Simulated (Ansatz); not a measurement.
**WS2 sheet: levels of theory**

The task, for WS2 sheet: compare levels of theory; the runs are relaxing the atoms and single point.

Computed with Ansatz 0.2.0 (DFT PBE, scalar-relativistic, plane waves, PAW, and further levels as typed in the inputs, unless a step's input says otherwise).

### Step 1. The starting structure

Symmetry: P-6m2, No. 187, hexagonal system. The conventional cell has a = 3.218 Å, b = 3.218 Å, c = 21.140 Å, α = 90.00°, β = 90.00°, γ = 120.00°. S (site symmetry 3m) has 3 W at 2.43 Å as nearest neighbours. W (site symmetry -6m2) is surrounded by 6 S at 2.43 Å.

As a file:

```cif
data_structure
_symmetry_space_group_name_H-M 'P 1'
_symmetry_Int_Tables_number 1
_cell_length_a 3.2175
_cell_length_b 3.2175
_cell_length_c 21.1400
_cell_angle_alpha 90.000
_cell_angle_beta 90.000
_cell_angle_gamma 120.000
_cell_volume 189.53
loop_
_atom_site_label
_atom_site_type_symbol
_atom_site_fract_x
_atom_site_fract_y
_atom_site_fract_z
_atom_site_occupancy
S1 S 0.66667 0.33333 0.42573 1
W1 W 0.33333 0.66667 0.50000 1
S2 S 0.66667 0.33333 0.57427 1
```

### Step 2. Relaxing the atoms: WS2 sheet, no spin

input.yaml reads:

```yaml
crystal:
  lattice:
    - [3.2175, 0.0, 0.0]
    - [-1.60875, 2.7864367367, 0.0]
    - [0.0, 0.0, 21.14]
  atoms:
    - { symbol: S, position: [0.6666666667, 0.3333333333, 0.4257332072] }
    - { symbol: W, position: [0.3333333333, 0.6666666667, 0.5] }
    - { symbol: S, position: [0.6666666667, 0.3333333333, 0.5742667928] }
  periodic: [true, true, false]
scf:
  occupations: { method: gaussian, width: 0.02 }
  n_extra_bands: 6
output:
  forces: true
  stress: false
  write_density: true
  write_potential: true
  elf: true
  volumetric_format: npy
kpoints:
  mp_grid: { grid: [12, 12, 1] }
hamiltonian:
  xc: pbe
relax:
  f_tol: 0.003
  max_steps: 100
```

Run with:

```console
ansatz run input.yaml --threads 8 --pin off --max-ram 32768MiB --backend cpu --events-out ev --progress --plain --runs-dir out
```

The log of the run (excerpt; [...] marks lines left out):

```text
Warning: crystal.periodic: the lattice vector that does not repeat stood 0.000° off the slab's normal, 21.140 Å along it as the deck builds it. The run solves the slab on a vector along the normal, 30.080 Å long, with every atom where it was (on the deck's vector they left 18.00 Å outside [...]
Warning: RAYON_NUM_THREADS=8 ignored (pool sized by the plan → 8); use --threads N
[...]
scf.n_extra_bands = 6 over 13 filled bands (N_el = 26.0): the run solves 19 bands
[...]
Pseudopotentials: kind: paw
Pseudopotential: S, paw, valence charge 6, recommended cutoff 420 eV (normal), S.paw.azcp
Pseudopotential: W, paw, valence charge 14, recommended cutoff 420 eV (normal), W.paw.azcp
Functional definition: PBE
[...]
Crystal: 3 atoms, lattice volume = 269.678 Å³
Basis set: ecut = 420 eV, 5345 PW (Γ), exchange–correlation on 48×48×432 points (8 copies of the dense FFT grid, shifted against one another)
Bands: 19, of which v1, the nominal top of the filled ones, is band 13 counted from 1 (12 counted from 0)
Symmetry: 12 space group operations
Space group: P-6m2 (ITA 187), of the structure as read, at distance tolerance 6.5e-5 Å
k-points: 19 of 144 (time reversal used)
[...]
SCF iter   1: F=—  HF=-12191.418988 eV  |F-HF|=—  |Δ(HF+E_count)|=         —  Δρ=2.45e-3  dr2=1.76e-2  ethr=1.77e-3  ⟨swp⟩=16.9  Hψ=3817  notcnv=0  defer=1
[...]
relax step   1: F+E_penalty+E_count = -12191.42683706 eV  Δ(F+E_penalty+E_count) = +0.000e0 eV  max|allowed force component| = 1.774e-1 eV/Å  Δτ_max = 0.0000 Å  (6 SCF iters, dr2 threshold 2.25e-7 eV, accepted)
[...]
relax step   3: F+E_penalty+E_count = -12191.42849230 eV  Δ(F+E_penalty+E_count) = -6.795e-4 eV  max|allowed force component| = 4.304e-4 eV/Å  Δτ_max = 0.0059 Å  (5 SCF iters, dr2 threshold 8.31e-7 eV, accepted)
[...]
relax step   4: F+E_penalty+E_count = -12191.42849231 eV  Δ(F+E_penalty+E_count) = -6.423e-9 eV  max|allowed force component| = 4.617e-4 eV/Å  Δτ_max = 0.0000 Å  (4 SCF iters, accepted)
NSCF: frozen V_eff on 19 k-points
[...]
SCF converged after 4 iterations
Free energy (F): -12191.428492 eV
[...]
E sigma→0 (E₀):  -12191.428492 eV
Fermi energy:    -4.880421 eV
[...]
--- Forces (eV/Å), atoms counted from 1 ---
  atom   1  S     -0.00000000     0.00000000    -0.00046168
  atom   2  W      0.00000000    -0.00000000    -0.00000000
  atom   3  S      0.00000000    -0.00000000     0.00046168
[...]
--- Band table (eV; the first three rows and the last of 19) ---
  k-point 0: bands = ["-79.7530", "-44.0043", "-43.8867", "-43.8867", "-20.3960", "-18.7618", "-11.9608", "-8.6539", "-8.6539", "-7.7391", "-7.4431", "-7.4431", "-5.6812", "-2.9499", "-2.9499", "-2.7687", "-2.7687", "-0.8789", "-0.3533"]
[...]
--- Relaxed structure (4 steps of the walk, 4 accepted, 0 SCFs on fresh bases) ---
  F+E_penalty+E_count = -12191.42849231 eV   max|allowed force component| = 4.617e-4 eV/Å
  cell:  # Å, volume = 269.6780 Å³
    - [3.217500000013607, 0.0, 0.0]
    - [-1.6087500000068036, 2.7864367366882155, 0.0]
    - [0.0, 0.0, 30.079999999168002]
  atoms:
    - { symbol: S, position: [0.6666666666666669, 0.3333333333333334, 0.2995116205094014] }
    - { symbol: W, position: [0.33333333333333337, 0.6666666666666667, 0.35139627660546424] }
    - { symbol: S, position: [0.6666666666666669, 0.3333333333333334, 0.40328093270152704] }
```

Wall time 5.4 s (8 threads of AMD EPYC 7R43 (Zen 3), shared host); peak memory 0.73 GiB.

Step by step:

| step | energy from step 1 (eV/cell) | largest force component (eV/Å) |
| --- | --- | --- |
| 1 | 0.0000 | 0.1774 |
| 2 | -0.0010 | 0.1153 |
| 3 | -0.0017 | 0.0004 |
| 4 | -0.0017 | 0.0005 |

Step 1 is the start.

Density in a lattice plane of the grid's cell (edges 3.22 and 30.08 Å, at 0.333 of the third edge), which holds S.

Ten even steps from ' ' (0.00 e/Å³) to '@' (1.09 e/Å³):
```
            
            
            
            
            
            
            
            
            
            
        ..  
--..==@@::@@
==%%==::::::
--..--@@..@@
            
            
            
            
            
            
```
Columns run along the first of these edges and rows up along the second, over one cell in 6 and 20 even steps from the bottom left corner. Atoms in the plane (fractional): S at (0.67, 0.30), S at (0.67, 0.40).

ELF in the same plane.

Values, 12 rows by 6 columns:
```
0.00 0.00 0.00 0.00 0.00 0.00
0.00 0.00 0.00 0.00 0.00 0.00
0.00 0.00 0.00 0.00 0.00 0.00
0.00 0.00 0.00 0.00 0.00 0.00
0.00 0.00 0.00 0.00 0.00 0.00
0.00 0.00 0.00 0.02 0.04 0.02
0.67 0.10 0.65 0.85 0.68 0.85
0.24 0.16 0.25 0.55 0.58 0.56
0.21 0.01 0.22 0.74 0.84 0.74
0.00 0.00 0.00 0.00 0.00 0.00
0.00 0.00 0.00 0.00 0.00 0.00
0.00 0.00 0.00 0.00 0.00 0.00
```
Columns run along the first of these edges and rows up along the second, over one cell in 6 and 12 even steps from the bottom left corner. Atoms in the plane (fractional): S at (0.67, 0.30), S at (0.67, 0.40).

Both are smooth fields of the valence electrons: close to the nuclei they are not physical.

Maxima of ELF outside the ion cores: 0.95 beside S, off the lines to its neighbours, 0.8 Å from S; 0.87 on the S–W line, 0.8 Å from S; 0.53 between the atoms, 1.9 Å from W.

### Step 3. Single point: PBE with spin-orbit coupling

It takes the final geometry of step 2.

input.yaml reads:

```yaml
crystal:
  lattice:
    - [3.2175, 0.0, 0.0]
    - [-1.60875, 2.7864367367, 0.0]
    - [0.0, 0.0, 30.0799999992]
  atoms:
    - { symbol: S, position: [0.6666666667, 0.3333333333, 0.2995116205] }
    - { symbol: W, position: [0.3333333333, 0.6666666667, 0.3513962766] }
    - { symbol: S, position: [0.6666666667, 0.3333333333, 0.4032809327] }
  periodic: [true, true, false]
scf:
  occupations: { method: gaussian, width: 0.01 }
  n_extra_bands: 8
output:
  eigenvalues: true
  eigenstates:
    kpoints:
      - [0.0, 0.0, 0.0]
      - [0.016667, 0.016667, 0.0]
      - [0.033333, 0.033333, 0.0]
      - [0.05, 0.05, 0.0]
      - [0.066667, 0.066667, 0.0]
      - [0.1, 0.1, 0.0]
      - [0.133333, 0.133333, 0.0]
      - [0.166667, 0.166667, 0.0]
      - [0.2, 0.2, 0.0]
      - [0.233333, 0.233333, 0.0]
      - [0.25, 0.25, 0.0]
      - [0.266667, 0.266667, 0.0]
      - [0.283333, 0.283333, 0.0]
      - [0.3, 0.3, 0.0]
      - [0.316667, 0.316667, 0.0]
      - [0.333333, 0.333333, 0.0]
      - [0.35, 0.35, 0.0]
      - [0.366667, 0.366667, 0.0]
      - [0.383333, 0.383333, 0.0]
      - [0.4, 0.4, 0.0]
      - [0.025, 0.0, 0.0]
      - [0.05, 0.0, 0.0]
      - [0.075, 0.0, 0.0]
      - [0.1, 0.0, 0.0]
      - [0.5, 0.0, 0.0]
    top_band: c8
    e_range: [-2.5, 3]
kpoints:
  mp_grid: { grid: [12, 12, 1] }
hamiltonian:
  xc: pbe
  pseudopotentials: { kind: paw_fr }
magnetization:
  noncollinear: true
  spin_orbit: true
```

Run with:

```console
ansatz run input.yaml --threads 8 --pin off --max-ram 32768MiB --backend cpu --events-out ev --progress --plain --runs-dir out
```

The log of the run (excerpt; [...] marks lines left out):

```text
Warning: RAYON_NUM_THREADS=8 ignored (pool sized by the plan → 8); use --threads N
scf.n_extra_bands = 8 over 26 filled bands (N_el = 26.0): the run solves 34 bands
[...]
Pseudopotentials: kind: paw_fr
Pseudopotential: S, paw_fr, valence charge 6, recommended cutoff 420 eV (normal), S.paw.azcp#standard-fr
Pseudopotential: W, paw_fr, valence charge 14, recommended cutoff 420 eV (normal), W.paw.azcp#standard-fr
[... 1 set-up line as earlier in the session ...]
[...]
non-collinear run that drives no moment, with spin-orbit: no starting moment large enough to seed its density (crystal.atoms[].spin), no starting occupations that ask for one, no magnetisation constraint and no magnetic field, so the semilocal B_xc is pinned to zero
Crystal: 3 atoms, lattice volume = 269.678 Å³
Basis set: ecut = 420 eV, 5345 PW (Γ)
Bands: 34, of which v1, the nominal top of the filled ones, is band 26 counted from 1 (25 counted from 0)
[...]
SCF iter   1: F=—  HF=-12216.429043 eV  |F-HF|=—  |Δ(HF+E_count)|=         —  Δρ=2.13e-2  dr2=1.36e0  dr2_m=0.00e0 (ungated)  ethr=3.10e-3  |M|=0.00e0 ∫|m|=0.00e0 μB  |m|>n=0.0e0 m-floor=0.0e0 τ_xc=0.0e0  β_m=0.30  ⟨swp⟩=18.1  Hψ=5858  notcnv=0
[...]
SCF iter   8: F=-12216.033765 eV  HF=-12216.033765 eV  |F-HF|=2.73e-8  |Δ(HF+E_count)|=   1.01e-7  Δρ=4.64e-6  dr2=5.66e-8  dr2_m=0.00e0 (ungated)  ethr=3.85e-10  |M|=0.00e0 ∫|m|=0.00e0 μB  |m|>n=0.0e0 m-floor=0.0e0 τ_xc=0.0e0  ⟨swp⟩=15.3  Hψ=3936  notcnv=0
[...]
NSCF: frozen V_eff on 25 k-points
SCF converged after 8 iterations
Magnetization: |M| = 0.0000 μB,  M = (+0.0000, +0.0000, +0.0000) μB
Absolute magnetization: 0.0000 μB (∫|m|)
  site 0: m = (+0.0000, +0.0000, +0.0000) μB, |m| = 0.0000 μB  (R = 1.00 Å)
  site 1: m = (+0.0000, +0.0000, +0.0000) μB, |m| = 0.0000 μB  (R = 1.00 Å)
  site 2: m = (+0.0000, +0.0000, +0.0000) μB, |m| = 0.0000 μB  (R = 1.00 Å)
Free energy (F): -12216.033765 eV
[...]
E sigma→0 (E₀):  -12216.033765 eV
Fermi energy:    -4.821479 eV
[...]
--- Band table (eV; the first three rows and the last of 19) ---
[...]
```

It took 19 s on 8 threads of AMD EPYC 7R43 (Zen 3), shared host; peak memory 1.7 GiB.

### Step 4. Single point: LDA with spin-orbit coupling

It takes the final geometry of step 2.

Changes to input.yaml since step 3:

```diff
@@ -47,3 +47,3 @@
 hamiltonian:
-  xc: pbe
+  xc: lda
   pseudopotentials: { kind: paw_fr }
```

Run with:

```console
ansatz run input.yaml --threads 8 --pin off --max-ram 32768MiB --backend cpu --events-out ev --progress --plain --runs-dir out
```

The log of the run (excerpt; [...] marks lines left out):

```text
Warning: RAYON_NUM_THREADS=8 ignored (pool sized by the plan → 8); use --threads N
scf.n_extra_bands = 8 over 26 filled bands (N_el = 26.0): the run solves 34 bands
[...]
[... 3 set-up lines as earlier in the session ...]
Functional definition: SPW92
[...]
non-collinear run that drives no moment, with spin-orbit: no starting moment large enough to seed its density (crystal.atoms[].spin), no starting occupations that ask for one, no magnetisation constraint and no magnetic field, so the semilocal B_xc is pinned to zero
Crystal: 3 atoms, lattice volume = 269.678 Å³
Basis set: ecut = 420 eV, 5345 PW (Γ)
Bands: 34, of which v1, the nominal top of the filled ones, is band 26 counted from 1 (25 counted from 0)
[...]
SCF iter   1: F=—  HF=-11895.527342 eV  |F-HF|=—  |Δ(HF+E_count)|=         —  Δρ=1.99e-2  dr2=1.21e0  dr2_m=0.00e0 (ungated)  ethr=3.10e-3  |M|=0.00e0 ∫|m|=0.00e0 μB  |m|>n=0.0e0 m-floor=0.0e0 τ_xc=0.0e0  β_m=0.30  ⟨swp⟩=17.8  Hψ=5838  notcnv=0
[...]
SCF iter   9: F=-11895.106957 eV  HF=-11895.106957 eV  |F-HF|=7.83e-8  |Δ(HF+E_count)|=   6.25e-8  Δρ=4.00e-6  dr2=8.91e-8  dr2_m=0.00e0 (ungated)  ethr=3.85e-10  |M|=0.00e0 ∫|m|=0.00e0 μB  |m|>n=0.0e0 m-floor=0.0e0 τ_xc=0.0e0  ⟨swp⟩=15.5  Hψ=2962  notcnv=0
[...]
NSCF: frozen V_eff on 25 k-points
SCF converged after 9 iterations
Magnetization: |M| = 0.0000 μB,  M = (+0.0000, +0.0000, +0.0000) μB
Absolute magnetization: 0.0000 μB (∫|m|)
  site 0: m = (+0.0000, +0.0000, +0.0000) μB, |m| = 0.0000 μB  (R = 1.00 Å)
  site 1: m = (+0.0000, +0.0000, +0.0000) μB, |m| = 0.0000 μB  (R = 1.00 Å)
  site 2: m = (+0.0000, +0.0000, +0.0000) μB, |m| = 0.0000 μB  (R = 1.00 Å)
Free energy (F): -11895.106957 eV
[...]
E sigma→0 (E₀):  -11895.106957 eV
Fermi energy:    -5.085170 eV
[...]
--- Band table (eV; the first three rows and the last of 19) ---
[...]
```

It took 19 s on 8 threads of AMD EPYC 7R43 (Zen 3), shared host; peak memory 1.7 GiB.

### Step 5. Single point: r2SCAN with spin-orbit coupling

It takes the final geometry of step 2.

Changes to input.yaml since step 4:

```diff
@@ -44,2 +44,6 @@
     e_range: [-2.5, 3]
+  write_density: true
+  write_potential: true
+  elf: true
+  volumetric_format: npy
 kpoints:
@@ -47,3 +51,3 @@
 hamiltonian:
-  xc: lda
+  xc: r2scan
   pseudopotentials: { kind: paw_fr }
```

Run with:

```console
ansatz run input.yaml --threads 8 --pin off --max-ram 32768MiB --backend cpu --events-out ev --progress --plain --runs-dir out
```

The log of the run (excerpt; [...] marks lines left out):

```text
[...]
NSCF: frozen V_eff on 25 k-points
WARN: The output density's exchange-correlation potential varies sharply where the density is thin. Do not read a vacuum level from v_tot or v_xc, or from such a field of the output density. On a cell that repeats whose density bears no net charge and no dipole along the vacuum's axis use [...]
SCF converged after 8 iterations
Magnetization: |M| = 0.0000 μB,  M = (+0.0000, +0.0000, +0.0000) μB
Absolute magnetization: 0.0000 μB (∫|m|)
  site 0: m = (+0.0000, +0.0000, +0.0000) μB, |m| = 0.0000 μB  (R = 1.00 Å)
  site 1: m = (+0.0000, +0.0000, +0.0000) μB, |m| = 0.0000 μB  (R = 1.00 Å)
  site 2: m = (+0.0000, +0.0000, +0.0000) μB, |m| = 0.0000 μB  (R = 1.00 Å)
Free energy (F): -12186.747922 eV
[...]
E sigma→0 (E₀):  -12186.747922 eV
Fermi energy:    -4.969151 eV
[...]
--- Band table (eV; the first three rows and the last of 19) ---
[...]
  the weakly bound empty levels are not read free of the cell's end (spinor_tau)
```

Wall time 39 s (8 threads of AMD EPYC 7R43 (Zen 3), shared host); peak memory 2.6 GiB.

Density in a lattice plane of the grid's cell (edges 3.22 and 30.08 Å, at 0.333 of the third edge), which holds S.

Ten even steps from ' ' (0.00 e/Å³) to '@' (1.08 e/Å³):
```
            
            
            
            
            
            
            
            
            
            
        ..  
--..==@@::@@
==%%==::::::
--..--@@..@@
            
            
            
            
            
            
```
Columns run along the first of these edges and rows up along the second, over one cell in 6 and 20 even steps from the bottom left corner. Atoms in the plane (fractional): S at (0.67, 0.30), S at (0.67, 0.40).

ELF in the same plane.

Values, 12 rows by 6 columns:
```
0.00 0.00 0.00 0.00 0.00 0.00
0.00 0.00 0.00 0.00 0.00 0.00
0.00 0.00 0.00 0.00 0.00 0.00
0.00 0.00 0.00 0.00 0.00 0.00
0.00 0.00 0.00 0.00 0.00 0.00
0.00 0.00 0.00 0.02 0.04 0.02
0.68 0.09 0.67 0.85 0.67 0.85
0.24 0.16 0.25 0.56 0.59 0.57
0.23 0.01 0.25 0.76 0.85 0.76
0.00 0.00 0.00 0.00 0.00 0.00
0.00 0.00 0.00 0.00 0.00 0.00
0.00 0.00 0.00 0.00 0.00 0.00
```
Columns run along the first of these edges and rows up along the second, over one cell in 6 and 12 even steps from the bottom left corner. Atoms in the plane (fractional): S at (0.67, 0.30), S at (0.67, 0.40).

Both are smooth fields of the valence electrons: close to the nuclei they are not physical.

Maxima of ELF outside the ion cores: 0.95 beside S, off the lines to its neighbours, 0.8 Å from S; 0.88 on the S–W line, 0.8 Å from S; 0.55 between the atoms, 1.9 Å from W.

### Step 6. Single point: HSE06 with spin-orbit coupling, mesh 6×6×1

It takes the final geometry of step 2.

Changes to input.yaml since step 5:

```diff
@@ -44,10 +44,6 @@
     e_range: [-2.5, 3]
-  write_density: true
-  write_potential: true
-  elf: true
-  volumetric_format: npy
 kpoints:
-  mp_grid: { grid: [12, 12, 1] }
+  mp_grid: { grid: [6, 6, 1] }
 hamiltonian:
-  xc: r2scan
+  xc: hse06
   pseudopotentials: { kind: paw_fr }
```

Run with:

```console
ansatz run input.yaml --threads 8 --pin off --max-ram 32768MiB --backend cpu --events-out ev --progress --plain --runs-dir out
```

The log of the run (excerpt; [...] marks lines left out):

```text
Warning: RAYON_NUM_THREADS=8 ignored (pool sized by the plan → 8); use --threads N
scf.n_extra_bands = 8 over 26 filled bands (N_el = 26.0): the run solves 34 bands
[...]
[... 3 set-up lines as earlier in the session ...]
Functional definition: HSE06
[...]
non-collinear run that drives no moment, with spin-orbit: no starting moment large enough to seed its density (crystal.atoms[].spin), no starting occupations that ask for one, no magnetisation constraint and no magnetic field, so the semilocal B_xc is pinned to zero
Crystal: 3 atoms, lattice volume = 269.678 Å³
Basis set: ecut = 420 eV, 5345 PW (Γ)
Bands: 34, of which v1, the nominal top of the filled ones, is band 26 counted from 1 (25 counted from 0)
[...]
hybrid outer 2: dexx = +2.856e-7 eV, tail = 8.74e-8 eV, Δε = 4.39e-3 eV (about 4.06e-4 eV left of the loop's levels)
NSCF: frozen V_eff on 25 k-points
hybrid SCF converged: 2 outer / 10 inner (+7 warm-up), last move |dexx| = 2.86e-7 eV, tail = 8.74e-8 eV
Magnetization: |M| = 0.0000 μB,  M = (+0.0000, +0.0000, +0.0000) μB
Absolute magnetization: 0.0000 μB (∫|m|)
  site 0: m = (+0.0000, +0.0000, +0.0000) μB, |m| = 0.0000 μB  (R = 1.00 Å)
  site 1: m = (+0.0000, +0.0000, +0.0000) μB, |m| = 0.0000 μB  (R = 1.00 Å)
  site 2: m = (+0.0000, +0.0000, +0.0000) μB, |m| = 0.0000 μB  (R = 1.00 Å)
Free energy (F): -12199.399880 eV
Frozen-core exchange: fock
[...]
E sigma→0 (E₀):  -12199.399880 eV
Fermi energy:    -4.963039 eV
[...]
--- Band table (eV; the first three rows and the last of 7) ---
[...]
  the weakly bound empty levels are not read free of the cell's end (exact_exchange)
```

Run time: 9.8 min. Hardware: 8 threads of AMD EPYC 7R43 (Zen 3), shared host; peak memory 8.7 GiB.

### Step 7. Results

```
step                            level   k mesh  energy (eV)  gap on the mesh (eV)     time
   2                              PBE  12×12×1   -12191.428                  1.60    5.4 s
   3     PBE with spin-orbit coupling  12×12×1   -12216.034                  1.43     19 s
   4     LDA with spin-orbit coupling  12×12×1   -11895.107                  1.41     19 s
   5  r2SCAN with spin-orbit coupling  12×12×1   -12186.748                  1.54     39 s
   6   HSE06 with spin-orbit coupling    6×6×1   -12199.400                  1.86  9.8 min
```

Totals of different systems or levels have different zeros; only balanced differences at one level mean anything.

**Reading.** The rows set the runs side by side; convergence of the settings was not tested in this session.
